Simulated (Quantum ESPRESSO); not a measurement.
Crystal: BaTiO3 (Barioperovskite).

```
Ba Ti O
1.0
     3.98550    0.00000    0.00000
     0.00000    2.83690    2.84515
     0.00000   -2.83690    2.84515
Ba Ti O
1 1 3
Direct
  0.00000 0.00000 0.00000
  0.50000 0.51240 0.51240
  0.50000 0.99184 0.50524
  0.50000 0.50524 0.99184
  0.00000 0.48740 0.48740
```

```yaml
Program: Quantum ESPRESSO 7.5
Task: Berry-phase polarisation
Functional: LDA
Potentials_or_basis: GBRV 1.5 LDA
Cutoff: 612 eV
Density_cutoff: 4898 eV
k_mesh: 4 × 4 × 4
Occupations: fermi-dirac, width 0.05 eV
Spin: no spin polarisation
Form_of_the_LDA_correlation: PZ81
Mixing_beta: 0.5
Most_SCF_iterations: 120
SCF_threshold: 1e-09 Ry
k_points_per_string: 8 × 8 × 8
```

The cell and the atoms were relaxed first, to 12.40 Å³/atom (a = 3.928 Å, b = 3.974 Å, c = 3.974 Å, α = 89.85°, β = 90.00°, γ = 90.00°), and the response was taken there.

```cif
data_structure
_symmetry_space_group_name_H-M 'P 1'
_symmetry_Int_Tables_number 1
_cell_length_a 3.9276
_cell_length_b 3.9738
_cell_length_c 3.9738
_cell_angle_alpha 89.855
_cell_angle_beta 90.000
_cell_angle_gamma 90.000
_cell_volume 62.02
loop_
_atom_site_label
_atom_site_type_symbol
_atom_site_fract_x
_atom_site_fract_y
_atom_site_fract_z
_atom_site_occupancy
Ba1 Ba 0.00000 0.00588 0.00588 1
Ti1 Ti 0.50000 0.51813 0.51813 1
O1 O 0.50000 0.98703 0.49382 1
O2 O 0.50000 0.49382 0.98703 1
O3 O 0.00000 0.49201 0.49201 1
```

The first run showed a gap, so the response started from a second, tighter run with fixed occupations.

Problem. What formal polarisation does the Berry-phase calculation give along the three lattice vectors?

Solution. 0.000, 0.245, 0.245 C/m², each defined up to a quantum of 2.029, 2.053, 2.053 C/m², that is 0.000, 0.119, 0.119 of the quanta. A formal value alone isn't measurable: only its change along an insulating path is.

Berry phases in units of 2π:
| direction | ionic | electronic | their sum is defined modulo |
| --- | --- | --- | --- |
| a1 | 0.000 | 0.000 | 2 |
| a2 | 0.114 | 0.125 | 2 |
| a3 | 0.114 | 0.125 | 2 |

Caveat: spin-orbit coupling is left out, which moves the levels of the heavy elements.
